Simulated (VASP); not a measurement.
**Sb: single point with LDA**

Sb:

```
Sb
1.0
    -1.57654    1.57654    2.71194
     1.57654   -1.57654    2.71194
     1.57654    1.57654   -2.71194
Sb
1
Direct
  0.00000 0.00000 0.00000
```

This isn't the form of Sb at room conditions, which is rhombohedral.

```yaml
Program: VASP 6.6.1
Task: single point
Functional: LDA
Potentials_or_basis: VASP PAW LDA potentials, release 64 (Sb)
Cutoff: 520 eV
k_mesh: 22 × 22 × 22
Occupations: gaussian, width 0.15 eV
Spin: no spin polarisation
Dipole_correction: no
Further_INCAR_settings: ALGO = Fast; EDIFF = 1e-07; NBANDS = 8
```

The pressure is -2.2 GPa and the band gap on the k mesh is none (metal or under the smearing width).

Stress tensor (GPa, compression positive):
```
-2.22  0.00  0.00
 0.00 -2.22  0.00
 0.00  0.00 -2.08
```

Levels at points of the mesh, in eV from the Fermi level:
```tsv
k point	band 1	band 2	band 3	band 4	band 5	band 6	band 7
(0.00, 0.00, 0.00)	-12.96	4.56	5.35	5.35	9.19	10.45	10.53
(0.50, 0.00, 0.00)	-9.17	-5.77	1.74	5.30	6.12	10.02	10.53
(0.50, 0.50, 0.00)	-6.72	-4.37	-1.03	0.58	3.51	4.41	14.91
(0.50, 0.50, 0.50)	-9.32	-5.63	2.09	2.09	5.89	6.10	16.86
```

Wall time 110 s on 1 thread of AMD EPYC 9R14 (Zen 4) (shared host), peak memory 0.26 GiB.

Spin-orbit coupling is left out, which matters for the levels of Sb.
